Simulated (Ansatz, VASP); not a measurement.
## Pt in VASP and in Ansatz

```
Pt
1.0
     4.35938    0.00000    0.00000
    -2.17969    3.77533    0.00000
     0.00000    0.00000    5.04795
Pt
4
Direct
  0.00000 0.00000 0.25000
  0.00000 0.00000 0.75000
  0.33333 0.66667 0.75000
  0.66667 0.33333 0.25000
```

Alike in both runs: task relaxation of cell and atoms; functional PBE; k mesh 12 × 12 × 10; occupations gaussian, width 0.1 eV; no spin polarisation.

|  | VASP | Ansatz |
| --- | --- | --- |
| version | VASP 6.6.1 | Ansatz 0.2.0 |
| potentials or method | VASP PAW PBE potentials, release 64 (Pt) | scalar-relativistic, plane waves, PAW |
| plane-wave cutoff (eV) | 600 | 420 |
| valence electrons in the cell | 40 | 72 |

Ansatz gave:

```
gap on the k mesh at the Fermi level, each at its own relaxed structure (eV) : none
relaxed volume (Å³/atom)                                                     : 20.78
relaxed cell length with the largest relative difference (Å)                 : 4.360
```

Problem. Which values does VASP return?

Solution. gap on the k mesh at the Fermi level, each at its own relaxed structure (eV): none; relaxed volume (Å³/atom): 20.73; relaxed cell length with the largest relative difference (Å): 4.357.

A gap of «none» marks a metal or a gap that the smearing closes. The two sets of potentials don't hold the same shells in valence.

Spin-orbit coupling is left out, which matters for the levels of Pt.
